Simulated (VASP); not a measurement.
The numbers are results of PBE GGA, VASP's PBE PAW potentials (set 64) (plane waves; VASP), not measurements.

Input for VASP

### POSCAR
```
SrF2
1.0
  0.0000000000   2.9320470000   2.9320470000
  2.9320470000   0.0000000000   2.9320470000
  2.9320470000   2.9320470000   0.0000000000
Sr F
1 2
Cart
  0.0000000000   0.0000000000   0.0000000000
  4.3980705000   4.3980705000   4.3980705000
  1.4660235000   1.4660235000   1.4660235000
```

**KPOINTS**
```
Automatic mesh
0
Gamma
8 8 8
0.5 0.5 0.5
```

**INCAR**
```
SYSTEM = SrF2
PREC = Accurate
ENCUT = 700
EDIFF = 1E-6
NELM = 100
ALGO = Normal
LREAL = .FALSE.
LASPH = .TRUE.
ISMEAR = 0
SIGMA = 0.05
GGA = PE
LMAXMIX = 4
LWAVE = .FALSE.
LCHARG = .FALSE.
ISIF = 2
```

POTCAR, in this order: Sr_sv F (PBE.64 set). Program: vasp_std.

What VASP printed:

OSZICAR:
```
       N       E                     dE             d eps       ncg     rms          rms(c)
DAV:   1     0.172403861471E+03    0.17240E+03   -0.16481E+04  1920   0.185E+03
DAV:   2    -0.112465131294E+02   -0.18365E+03   -0.17875E+03  2440   0.342E+02
DAV:   3    -0.183535783650E+02   -0.71071E+01   -0.70963E+01  2640   0.706E+01
DAV:   4    -0.186327213436E+02   -0.27914E+00   -0.27911E+00  2696   0.992E+00
DAV:   5    -0.186358575000E+02   -0.31362E-02   -0.31361E-02  2672   0.114E+00    0.146E+01
DAV:   6    -0.170575038756E+02    0.15784E+01   -0.83753E+00  1920   0.201E+01    0.124E+01
DAV:   7    -0.170533827941E+02    0.41211E-02   -0.22035E-01  2752   0.416E+00    0.653E+00
DAV:   8    -0.170720834899E+02   -0.18701E-01   -0.43288E-02  2472   0.263E+00    0.551E-01
DAV:   9    -0.170797160056E+02   -0.76325E-02   -0.10557E-02  2464   0.742E-01    0.362E-01
DAV:  10    -0.170810918448E+02   -0.13758E-02   -0.13752E-03  2104   0.290E-01    0.930E-02
DAV:  11    -0.170812820417E+02   -0.19020E-03   -0.17201E-04  2280   0.931E-02    0.199E-02
DAV:  12    -0.170813029628E+02   -0.20921E-04   -0.31839E-05  2328   0.397E-02    0.205E-02
DAV:  13    -0.170813026149E+02    0.34786E-06   -0.28030E-06  2336   0.139E-02
   1 F= -.17081303E+02 E0= -.17081303E+02  d E =-.259046E-22
```

OUTCAR:
```
------------------------ aborting loop because EDIFF is reached ----------------------------------------
  FORCE on cell =-STRESS in cart. coord.  units (eV):
  Direction    XX          YY          ZZ          XY          YZ          ZX
  --------------------------------------------------------------------------------------
  Total       -0.0381199     -0.0381199     -0.0381199     -0.0000000     -0.0000000     -0.0000000
  in kB       -1.2114894     -1.2114894     -1.2114894     -0.0000000     -0.0000000     -0.0000000
  external PRESSURE =      -1.2114894 kB  Pullay stress =       0.0000000 kB
  volume of cell :       50.41
      direct lattice vectors                 reciprocal lattice vectors
     0.000000000  2.932047000  2.932047000    -0.170529326  0.170529326  0.170529326
     2.932047000  0.000000000  2.932047000     0.170529326 -0.170529326  0.170529326
     2.932047000  2.932047000  0.000000000     0.170529326  0.170529326 -0.170529326
 POSITION                                       TOTAL-FORCE (eV/Angst)
 -----------------------------------------------------------------------------------
      0.00000      0.00000      0.00000        -0.000000      0.000000      0.000000
      4.39807      4.39807      4.39807         0.000000      0.000000      0.000000
      1.46602      1.46602      1.46602        -0.000000     -0.000000     -0.000000
 -----------------------------------------------------------------------------------
    total drift:                                0.000000      0.000000      0.000000
  FREE ENERGIE OF THE ION-ELECTRON SYSTEM (eV)
  ---------------------------------------------------
  free  energy   TOTEN  =       -17.0813026149 eV

  energy  without entropy=      -17.0813026149  energy(sigma->0) =      -17.08130261
```
(Selected blocks of OUTCAR.)

The structure comes from a computed database's SrF2 entry; how it stands against other phases isn't given here. The cell was not relaxed at this level. The run is one of a series of settings (ENCUT = 700 against the base run), some of them coarse on purpose.
